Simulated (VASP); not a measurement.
# SnTe (F-43m) in VASP: further runs, part 2 of 2

VASP 6.6.1. Earlier steps stand in the parts before.

### 3 Single point, HSE06

POSCAR

```
SnTe
1.0
    0.0000000000      3.6111460000      3.6111460000
    3.6111460000      0.0000000000      3.6111460000
    3.6111460000      3.6111460000      0.0000000000
Te Sn
1 1
Direct
    0.2500000000      0.2500000000      0.2500000000
    0.0000000000      0.0000000000      0.0000000000
```

INCAR.step1

```
ALGO = Normal
EDIFF = 1E-5
ENCUT = 460
GGA = PE
ISIF = 2
ISMEAR = 0
LASPH = True
LREAL = False
LWAVE = True
NBANDS = 18
NELM = 100
NKRED = 1
PREC = Accurate
SIGMA = 0.01
```

INCAR.step2

```
ALGO = Normal
EDIFF = 1E-6
ENCUT = 460
GGA = PE
HFSCREEN = 0.2
ISIF = 2
ISMEAR = 0
ISTART = 1
LASPH = True
LCHARG = False
LHFCALC = True
LREAL = False
LWAVE = False
NBANDS = 18
NELM = 100
NKRED = 1
PREC = Accurate
PRECFOCK = Fast
SIGMA = 0.01
```

KPOINTS

```
k-points
0
Gamma
  4 4 4
```

Potentials or basis: VASP PAW PBE potentials, release 64 (Te, Sn_d).

The run is started by

```
cat potpaw_PBE.64/Te/POTCAR potpaw_PBE.64/Sn_d/POTCAR > POTCAR
cp INCAR.step1 INCAR
mpirun -np 1 vasp_std > vasp.out
cp INCAR.step2 INCAR
mpirun -np 1 vasp_std > vasp.out
```

OUTCAR:

```text
EDIFF = 1E-6
   ENCUT = 460
   GGA = PE
   HFSCREEN = 0.2
   ISIF = 2
   ISMEAR = 0
   ISTART = 1
   LASPH = True
   LHFCALC = True
   LREAL = False
   NELM = 100
   NKRED = 1
   PREC = Accurate
   PRECFOCK = Fast

 Found      8 irreducible k-points:

 Following reciprocal coordinates:
            Coordinates               Weight
  0.000000  0.000000  0.000000      1.000000
  0.250000  0.000000  0.000000      8.000000
  0.500000  0.000000  0.000000      4.000000
  0.250000  0.250000  0.000000      6.000000
  0.500000  0.250000  0.000000     24.000000
 -0.250000  0.250000  0.000000     12.000000
   k-points           NKPTS =      8   k-points in BZ     NKDIM =     64   number of bands    NBANDS=     18
   number of dos      NEDOS =    301   number of ions     NIONS =      2
   total plane-waves  NPLWV =  46656
   dimension x,y,z NGX =    36 NGY =   36 NGZ =   36
   dimension x,y,z NGXF=    72 NGYF=   72 NGZF=   72
   ions per type =               1   1
   NGX,Y,Z   is equivalent  to a cutoff of  11.72, 11.72, 11.72 a.u.
   NGXF,Y,Z  is equivalent  to a cutoff of  23.44, 23.44, 23.44 a.u.
 SYSTEM =  unknown system
   PREC   = accura    normal or accurate (medium, high low for compatibility)
   ISTART =      1    job   : 0-new  1-cont  2-samecut
   ICHARG =      0    charge: 1-file 2-atom 10-const
   ISPIN  =      1    spin polarized calculation?
   LNONCOLLINEAR =      F non collinear calculations
   LSORBIT =      F    spin-orbit coupling
   LASPH  =      T    aspherical Exc in radial PAW
   ENCUT  =  460.0 eV  33.81 Ry    5.81 a.u.   8.93  8.93  8.93*2*pi/ulx,y,z
   NELM   =    100;   NELMIN=  2; NELMDL=  0     # of ELM steps
   EDIFF  = 0.1E-05   stopping-criterion for ELM
   LREAL  =      F    real-space projection
   EDIFFG = 0.1E-04   stopping-criterion for IOM
   NSW    =      0    number of steps for IOM
   IBRION =     -1    ionic relax: 0-MD 1-quasi-New 2-CG
   NFREE  =      0    steps in history (QN), initial steepest desc. (CG)
   ISIF   =      2    stress and relaxation
   ISYM   =      3    0-nonsym 1-usesym 2-fastsym
   POTIM  = 0.5000    time-step for ionic-motion
   TEBEG  =    0.0;   TEEND  =   0.0 temperature during run
   PSTRESS=    0.0 pullay stress
   NELECT =      20.0000    total number of electrons
   NUPDOWN=      -1.0000    fix difference up-down
   EMIN   =  10.00;   EMAX   =-10.00  energy-range for DOS
   EFERMI =   0.00;   METHOD = LEGACY
   ISMEAR =     0;   SIGMA  =   0.01  broadening in eV -4-tet -1-fermi 0-gaus
   EFERMI_NEDOS =   21; number of points for ismear=-14 and -15
   IALGO  =     38    algorithm
   IMIX   =      1    mixing-type and parameters
     AMIX     =   0.40;   BMIX     =  1.00
     AMIX_MAG =   1.60;   BMIX_MAG =  1.00
  volume/ion in A,a.u.               =      47.09       317.78
  Fermi-wavevector in a.u.,A,eV,Ry     =   0.976704  1.845704 12.979296  0.953951
  Thomas-Fermi vector in A             =   2.107344
   LORBIT       =      0    0 simple, 1 ext, 2 COOP (PROOUT), +10 PAW based schemes
   GGA     = PE    functional components
   LHFCALC =     T    Hartree Fock is set to
   PRECFOCK=fast      Normal, Fast or Accurate (Low or Medium for compatibility)
   ENCUT4O =  -1.0   cutoff for four orbital integrals eV
   NKREDX  =     1    reduce k-point grid by
   NKREDY  =     1    reduce k-point grid by
   NKREDZ  =     1    reduce k-point grid by
   AEXX    =    0.2500 exact exchange contribution
   HFSCREEN=    0.2000 screening length (either q_TF or 0.3 A-1)
   HFSCREENC=   0.2000 screening length for correlation (either q_TF or 0.3 A-1)
   ENCUTFOCK=  -1.0 apply spherical cutoff to Coloumb kernel
   IVDW    =     0    specifies the selected vdW correction
   LEPSILON=     F    determine dielectric tensor
   LRPA    =     F    only Hartree local field effects (RPA)
 non-spin polarized calculation
 Gauss-broadening in eV      SIGMA  =   0.01
  energy-cutoff  :      460.00
  volume of cell :       94.18
 maximum number of plane-waves:      2148
  NGX = 20; NGY = 20; NGZ = 20

 number of electron      19.9999987 magnetization

 Free energy of the ion-electron system (eV)
  ---------------------------------------------------
  ext. energy  EPLUGINS =         0.00000000
  ---------------------------------------------------
  free energy    TOTEN  =        -8.47009716 eV

  energy without entropy =       -8.47009716  energy(sigma->0) =       -8.47009716

 E-fermi :   3.0820     XC(G=0):  -6.2757

 val. band max:        3.0104075177   @ k =  -0.2500   0.5000   0.2500
 cond. band min:       3.3905580558   @ k =   0.5000   0.5000   0.0000
 fundamental gap:      0.3801505382
 Fermi energy:         3.0820109748

 k-point     1 :       0.0000    0.0000    0.0000
  band No.  band energies     occupation
      1     -21.1644      2.00000
      2     -21.1644      2.00000
      3     -21.1644      2.00000
      4     -21.1532      2.00000
      5     -21.1532      2.00000
      6      -9.7851      2.00000
[... 10 lines left out ...]
     17      11.1848      0.00000
     18      11.1848      0.00000
[... 88 lines left out ...]
      2     -21.1627      2.00000
      3     -21.1624      2.00000
      4     -21.1533      2.00000
      5     -21.1532      2.00000
      6      -9.1763      2.00000
[... 10 lines left out ...]
     17      11.7073      0.00000
     18      12.5170      0.00000

 [... further k-points ...]
[... 5 lines left out ...]
  --------------------------------------------------------------------------------------
  -------------------------------------------------------------------------------------
  Total       -0.4062507     -0.4062507     -0.4062507      0.0000000      0.0000000     -0.0000000
  in kB       -6.9109792     -6.9109792     -6.9109792      0.0000000      0.0000000     -0.0000000
  external PRESSURE =      -6.9109792 kB  Pullay stress =       0.0000000 kB

 VOLUME and BASIS-vectors are now :
 -----------------------------------------------------------------------------
  energy-cutoff  :      460.00
  volume of cell :       94.18
      direct lattice vectors                 reciprocal lattice vectors
     0.000000000  3.611146000  3.611146000    -0.138460201  0.138460201  0.138460201
     3.611146000  0.000000000  3.611146000     0.138460201 -0.138460201  0.138460201
     3.611146000  3.611146000  0.000000000     0.138460201  0.138460201 -0.138460201

 POSITION                                       TOTAL-FORCE (eV/Angst)
 -----------------------------------------------------------------------------------
      1.80557      1.80557      1.80557        -0.000000     -0.000000      0.000000
      0.00000      0.00000      0.00000         0.000000      0.000000     -0.000000
 -----------------------------------------------------------------------------------
    total drift:                               -0.000013     -0.000019     -0.000019

  FREE ENERGIE OF THE ION-ELECTRON SYSTEM (eV)
  ---------------------------------------------------
  free  energy   TOTEN  =        -8.4700971632 eV

  energy  without entropy=       -8.4700971632  energy(sigma->0) =       -8.47009716
```

OSZICAR.step1:

```text
N       E                     dE             d eps       ncg     rms          rms(c)
DAV:   1     0.116840853696E+03    0.11684E+03   -0.86162E+03   288   0.101E+03
DAV:   2     0.490969459585E+01   -0.11193E+03   -0.10952E+03   308   0.265E+02
DAV:   3    -0.682607675334E+01   -0.11736E+02   -0.11672E+02   352   0.848E+01
DAV:   4    -0.720395412307E+01   -0.37788E+00   -0.37763E+00   330   0.160E+01
DAV:   5    -0.722106423210E+01   -0.17110E-01   -0.17109E-01   410   0.324E+00    0.431E+00
DAV:   6    -0.707397180808E+01    0.14709E+00   -0.37875E-01   382   0.269E+00    0.280E+00
DAV:   7    -0.707158520973E+01    0.23866E-02   -0.83240E-02   312   0.103E+00    0.106E+00
DAV:   8    -0.707318690039E+01   -0.16017E-02   -0.94985E-03   338   0.658E-01    0.234E-01
DAV:   9    -0.707387437739E+01   -0.68748E-03   -0.21788E-03   304   0.279E-01    0.704E-02
DAV:  10    -0.707403597461E+01   -0.16160E-03   -0.34013E-04   306   0.898E-02    0.414E-02
DAV:  11    -0.707419023082E+01   -0.15426E-03   -0.24350E-04   292   0.615E-02    0.355E-02
DAV:  12    -0.707419281331E+01   -0.25825E-05   -0.56333E-06   264   0.180E-02
   1 F= -.70741928E+01 E0= -.70741928E+01  d E =-.326677E-11
```

Wall time 3.5 min (1 thread of Intel Xeon Platinum 8488C (Sapphire Rapids), shared host); peak memory 0.31 GiB.

These settings aren't checked as converged: the numbers below hold their error.

Results:

```
Free energy            : -8.4701 eV
Pressure               : -0.7 GPa
Band gap on the k mesh : 0.38 eV, indirect (least direct gap 1.16 eV)
```

Caveat: the PAW data sets were made with another functional, which shifts forces and pressure a little; spin-orbit coupling is left out, which moves the levels of the heavy elements.

### 4 Single point, HSE06, spin-orbit coupling, no magnetisation

POSCAR is that of step 3.

INCAR.step1

```
PREC     = Accurate       # precision mode
ENCUT    = 520            # plane-wave cutoff, eV
EDIFF    = 1E-5           # SCF threshold, eV
ISMEAR   = 0              # smearing method
SIGMA    = 0.02           # smearing width, eV
LREAL    = F              # projectors in reciprocal space
LASPH    = T              # aspherical terms in the spheres
NELM     = 80             # most SCF steps
ALGO     = Normal         # electronic algorithm
ISIF     = 2              # what is computed and relaxed
LWAVE    = T              # write WAVECAR
LCHARG   = F              # write CHGCAR
LNONCOLLINEAR= T              # non-collinear magnetism
MAGMOM   = 0 0 0 0 0 0    # initial moments
LORBIT   = 11             # projections on sites
LSORBIT  = T              # spin-orbit coupling
GGA_COMPAT= F            
GGA      = PE             # functional
KPAR     = 4
```

INCAR.step2

```
PREC     = Accurate       # precision mode
ENCUT    = 520            # plane-wave cutoff, eV
EDIFF    = 1E-6           # SCF threshold, eV
ISMEAR   = 0              # smearing method
SIGMA    = 0.02           # smearing width, eV
LREAL    = F              # projectors in reciprocal space
LASPH    = T              # aspherical terms in the spheres
NELM     = 80             # most SCF steps
ALGO     = Normal         # electronic algorithm
ISIF     = 2              # what is computed and relaxed
LWAVE    = F              # write WAVECAR
LCHARG   = F              # write CHGCAR
LNONCOLLINEAR= T              # non-collinear magnetism
MAGMOM   = 0 0 0 0 0 0    # initial moments
LORBIT   = 11             # projections on sites
LSORBIT  = T              # spin-orbit coupling
GGA_COMPAT= F            
GGA      = PE             # functional
LHFCALC  = T              # exact exchange
HFSCREEN = 0.2            # screening, 1/A
PRECFOCK = Fast         
ISTART   = 1            
KPAR     = 4
```

KPOINTS

```
regular mesh
0
Gamma
  4 4 4
```

The run is started by

```
cat potpaw_PBE.64/Te/POTCAR potpaw_PBE.64/Sn_d/POTCAR > POTCAR
cp INCAR.step1 INCAR
mpirun -np 4 vasp_ncl > vasp.out
cp INCAR.step2 INCAR
mpirun -np 4 vasp_ncl > vasp.out
```

Run time: 12 min. Hardware: 4 MPI ranks of Intel Xeon Platinum 8559C (Emerald Rapids), shared host; peak memory 0.6 GiB.

Results (log left out):

| Quantity | Value |
| --- | --- |
| Free energy | -8.6182 eV |
| Pressure | -0.7 GPa |
| Valence electrons inside the program's atomic spheres | Te 3.47; Sn 12.07 |

Caveat: the k mesh is coarse (spacing up to 0.38 Å⁻¹), so the values aren't converged, least of all with exact exchange; the PAW data sets were made with another functional, which shifts forces and pressure a little.
